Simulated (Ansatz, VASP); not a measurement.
**Ti in VASP and in Ansatz**

File INCAR:

```
PREC = Accurate
ENCUT = 520
EDIFF = 1E-7
ISMEAR = 0
SIGMA = 0.15
LREAL = False
LASPH = True
NELM = 80
ALGO = Fast
ISIF = 2
LWAVE = False
LCHARG = False
GGA = PS
NBANDS = 12
```

Contents of KPOINTS:

```
Automatic mesh
0
Gamma
  22 22 22
```

The input POSCAR:

```
Ti
1.0
   -1.4706203109      1.4706203109      1.7076843051
    1.4706203109     -1.4706203109      1.7076843051
    1.4706203109      1.4706203109     -1.7076843051
Ti
1
Direct
    0.0000000000      0.0000000000      0.0000000000
```

Input for Ansatz:

```yaml
crystal:
  lattice:
    - [-1.4706203109, 1.4706203109, 1.7076843051]
    - [1.4706203109, -1.4706203109, 1.7076843051]
    - [1.4706203109, 1.4706203109, -1.7076843051]
  atoms:
    - { symbol: Ti, position: [0.0, 0.0, 0.0] }
basis:
  ecutwfc: 520.0
kpoints:
  mp_grid: { grid: [22, 22, 22] }
hamiltonian:
  xc: pbesol
  pseudopotentials: { kind: paw, azcp: { folder: soft_1 } }
scf:
  occupations: { method: gaussian, width: 0.15 }
output:
  forces: true
  stress: true
  eigenvalues: true
  write_density: true
  write_potential: true
  elf: true
  volumetric_format: npy
```

Alike in both runs: task single point; functional PBEsol; k mesh 22 × 22 × 22; occupations gaussian, width 0.15 eV; no spin polarisation.

```csv
,VASP,Ansatz
version,VASP 6.6.1,Ansatz 0.2.0
potentials or method,"VASP PAW PBE potentials, release 64 (Ti_sv)","scalar-relativistic, plane waves, PAW"
plane-wave cutoff (eV),520,520
valence electrons in the cell,12,12
```

```csv
,VASP,Ansatz,Ansatz less VASP
gap on the k mesh at the Fermi level (eV),none,none,-
pressure (GPa),15.6,16.1,+0.52
largest component of the traceless stress (GPa),1.05,1.00,-0.043
```

A gap of «none» marks a metal or a gap that the smearing closes. With one functional, cell and mesh, what is left measures potentials, basis and numerics. Ansatz warned: «pseudo_functional_mismatch».

Caveats: so large a pressure means that the cell lies far from this level's equilibrium, or that cutoff or potentials fall short (VASP); the potentials were made for another functional, which shifts forces and pressure (VASP).
